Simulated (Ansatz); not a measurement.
# Computed properties of CaS (rocksalt)

All numbers come from Ansatz. Calculated for a static, non-magnetic cell.

The cell is CaS built on the rocksalt prototype; cell and atoms were relaxed with r2SCAN. Ca is surrounded by 6 S at 2.85 Å; S is surrounded by 6 Ca at 2.85 Å.

Space group Fm-3m (No. 225). a = 5.696 Å, b = 5.696 Å, c = 5.696 Å, α = 90.00°, β = 90.00°, γ = 90.00°
```tsv
atom	site	symmetry	x	y	z
Ca	4a	m-3m	0.0000	0.0000	0.0000
S	4b	m-3m	0.5000	0.0000	0.0000
```

Band edges at fixed r2SCAN geometry:
```tsv
level	k mesh	gap (eV)	kind	edges	least direct gap (eV)	rough cost
PBE	8×8×8	2.36	indirect	Γ → X	3.17	2.2 core-seconds
r2SCAN	8×8×8	2.80	indirect	Γ → X	3.63	4 core-seconds
HSE06	6×6×6	3.41	indirect	Γ → X	4.32	80 core-seconds
PBE0	6×6×6	4.11	indirect	Γ → X	5.04	70 core-seconds
G0W0@PBE (137 empty bands, 120 eV, 4×4×4)	4×4×4	4.07	–	Γ → X (mesh)	–	14 core-seconds
```
PBE: smearing of 0.02 eV; the others have fixed occupations.
Wave cutoffs: 420 eV, 500 eV (r2SCAN).
The G0W0 gap is PBE's gap over the path plus the quasiparticle shift read on the mesh. G0W0 values are finite-basis, finite-mesh values.
Costs come from shared machines and give only the order; PBE's includes the band path. The runs had 2 threads of Arm Neoverse V1, on a shared host.

HSE06 gives an indirect gap of 3.41 eV, from Γ to X; the least direct gap is 4.32 eV at X.

Taking G0W0@PBE (137 empty bands, 120 eV, 4×4×4), PBE's least gap plus the shift on the mesh, where the gap is 4.06 eV, 4.07 eV, as the yardstick (a computed one, not at the basis limit), PBE0 comes nearest, +0.04 eV off. The others: HSE06 -0.66, r2SCAN -1.27, PBE -1.71 eV. The yardstick's own error is a tenth of an eV or more. r2SCAN covers 42 % of the step from PBE to HSE06. Among these functionals the gap stays indirect.

r2SCAN (ground state on 6×6×6): The clamped-ion dielectric constant comes out as 4.59 in all directions. Born charges, averaged over directions: Ca +2.33, S -2.33 e.

The meshes of the hybrids are coarse, so their gaps aren't converged to the digits shown.
